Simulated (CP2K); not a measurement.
# Te2Pt (Moncheite) (P-3m1) in CP2K: convergence with rel cutoff ry

Aim: find how far rel cutoff ry must go before the results for Te2Pt (Moncheite) settle, at PBEsol. This setting moves, with any that are tied to it; all else stays.

All numbers are computed with CP2K 2026.2; they aren't measurements. Logs are shortened: lines on timing, memory, paths and dates and some standing lists are left out, and cuts for length are marked.

**1. Starting point**

It takes space group P-3m1 (No. 164, trigonal). Conventional cell: a = 4.010 Å, b = 4.010 Å, c = 5.201 Å, α = 90.00°, β = 90.00°, γ = 120.00°. Pt (site symmetry -3m) has 6 Te at 2.66 Å as nearest neighbours. Te (site symmetry 3m) is surrounded by 3 Pt at 2.66 Å.

**2. With rel cutoff ry 20**

Contents of te2pt_converge.inp:

```
&GLOBAL
  PROJECT te2pt_converge
  RUN_TYPE ENERGY_FORCE
  PRINT_LEVEL LOW
&END GLOBAL
&FORCE_EVAL
  METHOD QS
  STRESS_TENSOR ANALYTICAL
  &DFT
    BASIS_SET_FILE_NAME BASIS_MOLOPT
    POTENTIAL_FILE_NAME GTH_POTENTIALS
    &MGRID
      CUTOFF 450
      REL_CUTOFF 20
      NGRIDS 5
    &END MGRID
    &QS
      METHOD GPW
      EPS_DEFAULT 1.0E-10
    &END QS
    &KPOINTS
      SCHEME MONKHORST-PACK 6 6 4
      GAMMA_CENTERED T
      SYMMETRY T
      SYMMETRY_BACKEND SPGLIB
    &END KPOINTS
    &SCF
      SCF_GUESS ATOMIC
      EPS_SCF 1.0E-6
      MAX_SCF 100
      ADDED_MOS 15
      CHOLESKY OFF
      EPS_EIGVAL 1.0E-7
      &DIAGONALIZATION ON
        ALGORITHM STANDARD
      &END DIAGONALIZATION
      &MIXING ON
        METHOD BROYDEN_MIXING
        ALPHA 0.4
        BETA 1.5
        NBUFFER 8
      &END MIXING
      &SMEAR ON
        METHOD FERMI_DIRAC
        ELECTRONIC_TEMPERATURE [K] 580.226
      &END SMEAR
    &END SCF
    &XC
      &XC_FUNCTIONAL
        &GGA_X_PBE_SOL
        &END GGA_X_PBE_SOL
        &GGA_C_PBE_SOL
        &END GGA_C_PBE_SOL
      &END XC_FUNCTIONAL
    &END XC
    &PRINT
      &KPOINTS ON
      &END KPOINTS
      &MULLIKEN ON
      &END MULLIKEN
      &MO ON
        ENERGIES T
        OCCUPATION_NUMBERS T
        &EACH
          QS_SCF 0
        &END EACH
        ADD_LAST NUMERIC
      &END MO
    &END PRINT
  &END DFT
  &SUBSYS
    &CELL
      A 4.0100000000 0.0000000000 0.0000000000
      B -2.0050000000 3.4727618692 0.0000000000
      C 0.0000000000 0.0000000000 5.2010000000
      PERIODIC XYZ
    &END CELL
    &COORD
      Pt  0.0000000000 0.0000000000 0.0000000000
      Te  2.0050000002 1.1575872896 3.9007500000
      Te  -0.0000000002 2.3151745796 1.3002500000
    &END COORD
    &KIND Pt
      BASIS_SET DZVP-MOLOPT-SR-GTH-q18
      POTENTIAL GTH-PBE-q18
    &END KIND
    &KIND Te
      BASIS_SET DZVP-MOLOPT-SR-GTH-q6
      POTENTIAL GTH-PBE-q6
    &END KIND
    &PRINT
      &ATOMIC_COORDINATES ON
      &END ATOMIC_COORDINATES
      &CELL ON
      &END CELL
    &END PRINT
  &END SUBSYS
  &PRINT
    &FORCES ON
    &END FORCES
    &STRESS_TENSOR ON
    &END STRESS_TENSOR
  &END PRINT
&END FORCE_EVAL
```

Potentials or basis: GTH_POTENTIALS Pt GTH-PBE-q18, Te GTH-PBE-q6; DZVP-MOLOPT-SR-GTH basis.

Started as:

```
$ OMP_NUM_THREADS=1 cp2k.psmp -i te2pt_converge.inp -o te2pt_converge.out
```

te2pt_converge.out:

```text

 CP2K| version string:                                       CP2K version 2026.2
 CP2K| Input file name                                        te2pt_converge.inp

 GLOBAL| Force Environment number                                              1
 GLOBAL| Basis set file name                                        BASIS_MOLOPT
 GLOBAL| Potential file name                                      GTH_POTENTIALS
 GLOBAL| MM Potential file name                                     MM_POTENTIAL
 GLOBAL| Coordinate file name                                      __STD_INPUT__
 GLOBAL| Method name                                                        CP2K
 GLOBAL| Project name                                             te2pt_converge
 GLOBAL| Run type                                                   ENERGY_FORCE
 GLOBAL| FFT library                                                       FFTW3
[... 5 lines left out ...]
 GLOBAL| Global print level                                                  LOW
 GLOBAL| Total number of message passing processes                             1
 GLOBAL| Number of threads for this process                                    1
 GLOBAL| CPU model name                                                  UNKNOWN

 CELL| Volume [angstrom^3]:                                            72.427956
 CELL| Vector a [angstrom]:       4.010     0.000     0.000   |a| =     4.010000
 CELL| Vector b [angstrom]:      -2.005     3.473     0.000   |b| =     4.010000
 CELL| Vector c [angstrom]:       0.000     0.000     5.201   |c| =     5.201000
 CELL| Angle (b,c), alpha [degree]:                                    90.000000
 CELL| Angle (a,c), beta  [degree]:                                    90.000000
 CELL| Angle (a,b), gamma [degree]:                                   120.000000
 CELL| Numerically orthorhombic:                                              NO
 CELL| Periodicity                                                           XYZ

 CELL_REF| Volume [angstrom^3]:                                        72.427956
 CELL_REF| Vector a [angstrom     4.010     0.000     0.000   |a| =     4.010000
 CELL_REF| Vector b [angstrom    -2.005     3.473     0.000   |b| =     4.010000
 CELL_REF| Vector c [angstrom     0.000     0.000     5.201   |c| =     5.201000
 CELL_REF| Angle (b,c), alpha [degree]:                                90.000000
 CELL_REF| Angle (a,c), beta  [degree]:                                90.000000
 CELL_REF| Angle (a,b), gamma [degree]:                               120.000000
 CELL_REF| Numerically orthorhombic:                                          NO
 CELL_REF| Periodicity                                                       XYZ
[... 9 lines left out ...]
 TOTAL NUMBERS AND MAXIMUM NUMBERS

  Total number of            - Atomic kinds:                                   2
                             - Atoms:                                          3
                             - Shell sets:                                     3
                             - Shells:                                        18
                             - Primitive Cartesian functions:                 16
                             - Cartesian basis functions:                     59
                             - Spherical basis functions:                     52

  Maximum angular momentum of- Orbital basis functions:                        3
                             - Local part of the GTH pseudopotential:          2
[... 86 lines left out ...]
     2 Broy./Diag. 0.40E+00    0.8     0.06318280      -138.1527244928 -1.21E+00
     3 Broy./Diag. 0.40E+00    0.8     0.03123552      -137.0435736633  1.11E+00
     4 Broy./Diag. 0.40E+00    0.8     0.01602980      -136.4711001524  5.72E-01
     5 Broy./Diag. 0.40E+00    0.8     0.00565537      -136.4161963995  5.49E-02
     6 Broy./Diag. 0.40E+00    0.8     0.00254521      -136.4034869538  1.27E-02
     7 Broy./Diag. 0.40E+00    0.8     0.00030069      -136.3944756988  9.01E-03
     8 Broy./Diag. 0.40E+00    0.8     0.00055416      -136.3922720530  2.20E-03
     9 Broy./Diag. 0.40E+00    0.8     0.00012507      -136.3949947029 -2.72E-03
    10 Broy./Diag. 0.40E+00    0.8     0.00003941      -136.3957244396 -7.30E-04
    11 Broy./Diag. 0.40E+00    0.8     0.00002968      -136.3954113821  3.13E-04
    12 Broy./Diag. 0.40E+00    0.8     0.00000780      -136.3953573994  5.40E-05
    13 Broy./Diag. 0.40E+00    0.8     0.00000959      -136.3952994964  5.79E-05
    14 Broy./Diag. 0.40E+00    0.8     0.00000082      -136.3952820878  1.74E-05

  *** SCF run converged in    14 steps ***

  Electronic density on regular grids:        -30.0000000175       -0.0000000175
  Core density on regular grids:               29.9999999956       -0.0000000044
  Total charge density on r-space grids:       -0.0000000219
  Total charge density g-space grids:          -0.0000000219

  Overlap energy of the core charge distribution:               0.00000000586792
  Self energy of the core charge distribution:               -218.12059899594129
  Core Hamiltonian energy:                                     47.83801607462679
  Hartree energy:                                              49.16283123144146
  Exchange-correlation energy:                                -15.27528185738951
  Electronic entropic energy:                                  -0.00024854634247
  Fermi energy:                                                 0.32144533107396

  Total energy:                                              -136.39528208781039
  Total energy (extrapolated to T->0):                       -136.39515781463916

 MO| EIGENVALUES AND OCCUPATION NUMBERS FOR K POINT 1
 MO|
 MO|  Index      Eigenvalue [a.u.]        Eigenvalue [eV]             Occupation
 MO|      1              -3.314687             -90.197233               2.000000
 MO|      2              -1.660397             -45.181692               2.000000
 MO|      3              -1.660183             -45.175868               2.000000
 MO|      4              -1.654320             -45.016345               2.000000
 MO|      5              -0.118736              -3.230960               2.000000
 MO|      6              -0.118722              -3.230599               2.000000
[... 497 lines left out ...]
 MO|     29               0.937308              25.505444               0.000000
 MO|     30               1.078136              29.337574               0.000000
 MO| Sum:                                                              30.005759
 MO| E(Fermi):            0.321445 a.u.          8.746972 eV

 [... the levels of further k-points ...]

 !-----------------------------------------------------------------------------!
                     Mulliken Population Analysis

 #  Atom  Element  Kind  Atomic population                           Net charge
       1     Pt       1         18.922574                             -0.922574
       2     Te       2          5.538713                              0.461287
       3     Te       2          5.538713                              0.461287
 # Total charge                             30.000000                 -0.000000

 !-----------------------------------------------------------------------------!

 ENERGY| Total FORCE_EVAL ( QS ) energy [hartree]           -136.395275960380474

 FORCES| Atomic forces [hartree/bohr]
 FORCES|   Atom     x               y               z               |f|
 FORCES|      1 -1.66720502E-09  4.48781473E-09 -1.97840273E-08   2.03550434E-08
 FORCES|      2 -1.78963909E-04  1.11220410E-04 -2.48540425E-02   2.48549356E-02
 FORCES|      3  1.78965517E-04 -1.11224848E-04  2.48540625E-02   2.48549557E-02
 FORCES| Sum    -5.88579510E-11  5.03920845E-11  2.69570807E-10
 FORCES| Total atomic force                                       2.80485366E-10

 STRESS| Analytical stress tensor [bar]
 STRESS|                        x                   y                   z
 STRESS|      x        8.15398504146E+04   3.58882010354E+03   3.30795154303E+02
 STRESS|      y        3.58882010354E+03   8.56636920866E+04  -2.13112621165E+02
 STRESS|      z        3.30795154303E+02  -2.13112621165E+02   7.51357919771E+04
 STRESS| 1/3 Trace                                             8.07797781595E+04
 STRESS| Determinant                                           5.23842551232E+14

 STRESS| Eigenvectors and eigenvalues of the analytical stress tensor [bar]
 STRESS|                        1                   2                   3
 STRESS| Eigenvalues   7.51003503077E+04   7.94982059790E+04   8.77407781917E+04
 STRESS|      x          -0.076926113005      0.862107846404      0.500851708898
 STRESS|      y           0.046228418857     -0.498715937700      0.865531828862
 STRESS|      z           0.995964510627      0.089735581861     -0.001489604043
```

Wall time 15 s (1 thread of Arm Neoverse V1, shared host); peak memory 0.3 GiB.

What came out:

| Quantity | Value |
| --- | --- |
| Free energy | -3711.5042 eV |
| Pressure | 8.1 GPa |
| Largest force | 1.278 eV/Å |
| Band gap on the k mesh | none (metal or under the smearing width) |
| Mulliken charges | Pt -0.92; Te +0.46 e |

**3. With rel cutoff ry 30**

Edit te2pt_converge.inp of step 2 so:

```diff
@@ -13,3 +13,3 @@
       CUTOFF 450
-      REL_CUTOFF 20
+      REL_CUTOFF 30
       NGRIDS 5
```

Potentials or basis: GTH_POTENTIALS Pt GTH-PBE-q18, Te GTH-PBE-q6; DZVP-MOLOPT-SR-GTH basis.

Started as:

```
$ OMP_NUM_THREADS=1 cp2k.psmp -i te2pt_converge.inp -o te2pt_converge.out
```

It took 16 s on 1 thread of Arm Neoverse V1, shared host; peak memory 0.3 GiB.

What came out:

```
Free energy            : -3711.5231 eV
Pressure               : 8.0 GPa
Largest force          : 1.263 eV/Å
Band gap on the k mesh : none (metal or under the smearing width)
Mulliken charges       : Pt -0.94; Te +0.47 e
```

**4. With rel cutoff ry 40**

Edit te2pt_converge.inp of step 3 so:

```diff
@@ -13,3 +13,3 @@
       CUTOFF 450
-      REL_CUTOFF 30
+      REL_CUTOFF 40
       NGRIDS 5
```

Started as:

```
$ OMP_NUM_THREADS=1 cp2k.psmp -i te2pt_converge.inp -o te2pt_converge.out
```

It took 18 s on 1 thread of Arm Neoverse V1, shared host; peak memory 0.3 GiB.

Results:

- Free energy: -3711.5244 eV
- Pressure: 8.0 GPa
- Largest force: 1.263 eV/Å
- Band gap on the k mesh: none (metal or under the smearing width)
- Mulliken charges: Pt -0.94; Te +0.47 e

**5. With rel cutoff ry 50**

Edit te2pt_converge.inp of step 4 so:

```diff
@@ -13,3 +13,3 @@
       CUTOFF 450
-      REL_CUTOFF 40
+      REL_CUTOFF 50
       NGRIDS 5
```

Started as:

```
$ OMP_NUM_THREADS=1 cp2k.psmp -i te2pt_converge.inp -o te2pt_converge.out
```

Run time: 21 s. Hardware: 1 thread of Arm Neoverse V1, shared host; peak memory 0.3 GiB.

What came out:

- Free energy: -3711.5243 eV
- Pressure: 8.0 GPa
- Largest force: 1.263 eV/Å
- Band gap on the k mesh: none (metal or under the smearing width)
- Mulliken charges: Pt -0.94; Te +0.47 e

**6. With rel cutoff ry 60**

Edit te2pt_converge.inp of step 5 so:

```diff
@@ -13,3 +13,3 @@
       CUTOFF 450
-      REL_CUTOFF 50
+      REL_CUTOFF 60
       NGRIDS 5
```

Potentials or basis: GTH_POTENTIALS Pt GTH-PBE-q18, Te GTH-PBE-q6; DZVP-MOLOPT-SR-GTH basis.

Started as:

```
$ OMP_NUM_THREADS=1 cp2k.psmp -i te2pt_converge.inp -o te2pt_converge.out
```

Wall time 23 s (1 thread of Arm Neoverse V1, shared host); peak memory 0.3 GiB.

The run converged. Its results:

| Quantity | Value |
| --- | --- |
| Free energy | -3711.5243 eV |
| Pressure | 8.0 GPa |
| Largest force | 1.263 eV/Å |
| Band gap on the k mesh | none (metal or under the smearing width) |
| Mulliken charges | Pt -0.94; Te +0.47 e |

**7. With rel cutoff ry 80**

Edit te2pt_converge.inp of step 6 so:

```diff
@@ -13,3 +13,3 @@
       CUTOFF 450
-      REL_CUTOFF 60
+      REL_CUTOFF 80
       NGRIDS 5
```

Started as:

```
$ OMP_NUM_THREADS=1 cp2k.psmp -i te2pt_converge.inp -o te2pt_converge.out
```

Run time: 29 s. Hardware: 1 thread of Arm Neoverse V1, shared host; peak memory 0.3 GiB.

It converged, with:

```yaml
Free_energy: -3711.5243 eV
Pressure: 8.0 GPa
Largest_force: 1.263 eV/Å
Band_gap_on_the_k_mesh: none (metal or under the smearing width)
Mulliken_charges: Pt -0.94; Te +0.47 e
```

**8. With rel cutoff ry 100**

Edit te2pt_converge.inp of step 7 so:

```diff
@@ -13,3 +13,3 @@
       CUTOFF 450
-      REL_CUTOFF 80
+      REL_CUTOFF 100
       NGRIDS 5
```

Started as:

```
$ OMP_NUM_THREADS=1 cp2k.psmp -i te2pt_converge.inp -o te2pt_converge.out
```

Wall time 32 s (1 thread of Arm Neoverse V1, shared host); peak memory 0.3 GiB.

The run converged. Its results:

```yaml
Free_energy: -3711.5243 eV
Pressure: 8.0 GPa
Largest_force: 1.263 eV/Å
Band_gap_on_the_k_mesh: none (metal or under the smearing width)
Mulliken_charges: Pt -0.94; Te +0.47 e
```

**9. Summary**

```tsv
rel cutoff ry	energy less the tightest run, at zero smearing (meV/atom)	pressure (GPa)	largest force (eV/Å)	SCF cycles	CPU time (s)	peak memory (GiB)
20	6.68	8.08	1.278	14	15	0.3
30	0.39	8.02	1.263	14	16	0.3
40	-0.04	8.03	1.263	14	18	0.3
50	0.00	8.03	1.263	14	21	0.3
60	0.00	8.03	1.263	14	23	0.3
80	0.00	8.03	1.263	14	29	0.3
100	0.00	8.03	1.263	14	32	0.3
```

Against the tightest run, the energy stays within 1 meV/atom from 30 on; the pressure stays within 0.1 GPa from 20 on; the largest force stays within 0.005 eV/Å from 30 on. The tightest run that finished is the yardstick and may itself not be fully converged.

Caveats: the potentials were made for another functional, which shifts forces and pressure; the basis of atomic orbitals isn't converged, which shifts pressures, moduli and gaps.
